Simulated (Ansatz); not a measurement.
Molecular dynamics on a 2×2×2 supercell (16 atoms) of CuCl (zincblende), relaxed with r2SCAN. Forces come from PBE in the plane-wave code Ansatz: Langevin thermostat and barostat (NPT), 100 K, steps of 2 fs. Classical nuclei, no spin polarisation; a few dozen steps show the first response, not equilibrium.

```yaml
crystal:
  lattice:
    - [0.0, 5.3575123593, 5.3575123593]
    - [5.3575123593, 0.0, 5.3575123593]
    - [5.3575123593, 5.3575123593, 0.0]
  atoms:
    - { symbol: Cu, position: [0.0, 0.0, 0.0] }
    - { symbol: Cl, position: [0.125, 0.125, 0.125] }
    - { symbol: Cu, position: [0.0, 0.0, 0.5] }
    - { symbol: Cl, position: [0.125, 0.125, 0.625] }
    - { symbol: Cu, position: [0.0, 0.5, 0.0] }
    - { symbol: Cl, position: [0.125, 0.625, 0.125] }
    - { symbol: Cu, position: [0.0, 0.5, 0.5] }
    - { symbol: Cl, position: [0.125, 0.625, 0.625] }
    - { symbol: Cu, position: [0.5, 0.0, 0.0] }
    - { symbol: Cl, position: [0.625, 0.125, 0.125] }
    - { symbol: Cu, position: [0.5, 0.0, 0.5] }
    - { symbol: Cl, position: [0.625, 0.125, 0.625] }
    - { symbol: Cu, position: [0.5, 0.5, 0.0] }
    - { symbol: Cl, position: [0.625, 0.625, 0.125] }
    - { symbol: Cu, position: [0.5, 0.5, 0.5] }
    - { symbol: Cl, position: [0.625, 0.625, 0.625] }
kpoints:
  mp_grid: { grid: [2, 2, 2] }
hamiltonian:
  xc: pbe
scf:
  occupations: { method: fermi_dirac, width: 0.02 }
md:
  ensemble: npt_langevin
  temperature: 100
  timestep: 2.0
  n_steps: 30
  initial_velocities: maxwell_boltzmann
  seed: 7852
```

Run as `ansatz run input.yaml --threads 4 --pin off --max-ram 3686MiB --backend cpu --events-out ev --progress --plain --runs-dir out`. It took 3 min on 4 threads of Arm Neoverse V1 (shared host); peak host memory 1.4 GiB.

```
step  t (fs)  T (K)  free energy F from step 0 (meV/atom)  kinetic energy (meV/atom)  pressure (GPa)  volume (Å³/atom)  largest force (eV/Å)
   0       0     94                                   0.0                       12.1            2.18             19.22                  0.00
   1       2     89                                   0.0                       11.5            2.17             19.23                  0.05
   2       4     85                                   0.0                       11.0            2.15             19.23                  0.09
   3       6     85                                   0.0                       11.0            2.11             19.25                  0.14
   4       8     82                                   0.0                       10.6            2.05             19.27                  0.18
   5      10     76                                   0.1                        9.9            1.97             19.30                  0.22
   6      12     65                                   0.1                        8.4            1.87             19.33                  0.26
   7      14     64                                   0.0                        8.3            1.76             19.38                  0.29
   8      16     67                                  -0.1                        8.7            1.63             19.42                  0.32
   9      18     71                                  -0.1                        9.1            1.50             19.47                  0.34
  10      20     72                                  -0.1                        9.3            1.37             19.52                  0.36
  11      22     73                                   0.0                        9.5            1.23             19.58                  0.39
  12      24     74                                   0.1                        9.6            1.08             19.64                  0.42
  13      26     77                                   0.3                        9.9            0.91             19.71                  0.44
  14      28     73                                   0.4                        9.5            0.74             19.78                  0.45
  15      30     71                                   0.6                        9.2            0.58             19.85                  0.46
  16      32     68                                   0.8                        8.7            0.41             19.92                  0.47
  17      34     67                                   1.0                        8.7            0.24             19.99                  0.47
  18      36     64                                   1.3                        8.2            0.06             20.07                  0.47
  19      38     63                                   1.6                        8.2           -0.11             20.14                  0.47
  20      40     67                                   2.1                        8.6           -0.26             20.21                  0.48
  21      42     67                                   2.5                        8.7           -0.42             20.28                  0.49
  22      44     71                                   3.0                        9.2           -0.57             20.35                  0.49
  23      46     65                                   3.5                        8.4           -0.72             20.42                  0.50
  24      48     63                                   4.1                        8.2           -0.84             20.48                  0.50
  25      50     62                                   4.6                        8.0           -0.95             20.53                  0.51
  26      52     57                                   5.1                        7.3           -1.05             20.58                  0.51
  27      54     56                                   5.6                        7.2           -1.14             20.62                  0.50
  28      56     57                                   6.1                        7.3           -1.22             20.66                  0.50
  29      58     55                                   6.5                        7.1           -1.29             20.70                  0.49
  30      60     56                                   6.9                        7.2           -1.35             20.73                  0.48
```

The temperature starts at 94 K, is lowest at step 29 (55 K, 58 fs) and ends at 56 K. The thermostat hasn't had time to restore it. The atoms start on their lattice sites with kinetic energy alone, so much of it first passes into potential energy.

Positions (Å) and forces (eV/Å) at step 30:
```
cell (Å): 0.000 5.494 5.494; 5.494 0.000 5.494; 5.494 5.494 0.000
Cu   0.020  -0.044  -0.042    -0.040   0.091   0.088
Cl   1.363   1.412   1.289     0.074   0.000   0.189
Cu   2.808   2.762  -0.033    -0.025   0.003   0.109
Cl   4.175   4.144   1.361    -0.179   0.106  -0.026
Cu   2.751   0.034   2.821    -0.126   0.032  -0.086
Cl   4.151   1.407   4.037    -0.300  -0.088   0.331
Cu   5.568   2.715   2.786    -0.062   0.100  -0.101
Cl   6.851   4.079   4.101     0.088   0.287   0.124
Cu  -0.032   2.853   2.828     0.188   0.028  -0.154
Cl   1.417   4.209   4.072     0.057  -0.205   0.001
Cu   2.774   5.569   2.759     0.085   0.047  -0.110
Cl   4.218   6.934   4.106    -0.284  -0.291   0.012
Cu   2.722   2.741   5.501    -0.039  -0.094  -0.047
Cl   4.031   4.064   6.906     0.118   0.167  -0.198
Cu   5.412   5.425   5.497    -0.007  -0.092   0.016
Cl   6.741   6.855   6.832     0.452  -0.092  -0.147
```
